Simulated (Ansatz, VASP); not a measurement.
MgO in VASP and in Ansatz

```
Mg O
1.0
     0.00000    2.12685    2.12685
     2.12685    0.00000    2.12685
     2.12685    2.12685    0.00000
Mg O
1 1
Direct
  0.00000 0.00000 0.00000
  0.50000 0.50000 0.50000
```

Alike in both runs: functional PBE; k mesh 10 × 10 × 10; occupations gaussian, width 0.02 eV; no spin polarisation.

Ansatz relaxed the structure, and its values are those at the end. VASP's run is a single point on that final structure, the one shown.

```csv
,VASP,Ansatz
version,VASP 6.6.1,Ansatz 0.2.0
potentials or method,"VASP PAW PBE potentials, release 64 (Mg, O)","scalar-relativistic, plane waves, PAW"
plane-wave cutoff (eV),520,420
valence electrons in the cell,8,16
```

Ansatz gave:

```
gap on the k mesh at the Fermi level (eV) : 4.46
least direct gap on the mesh (eV)         : 4.46
pressure (GPa)                            : 0.0
```

Problem. Which values does VASP return?

Solution. gap on the k mesh at the Fermi level (eV): 4.44; least direct gap on the mesh (eV): 4.44; pressure (GPa): -0.7.

The two sets of potentials don't hold the same shells in valence.
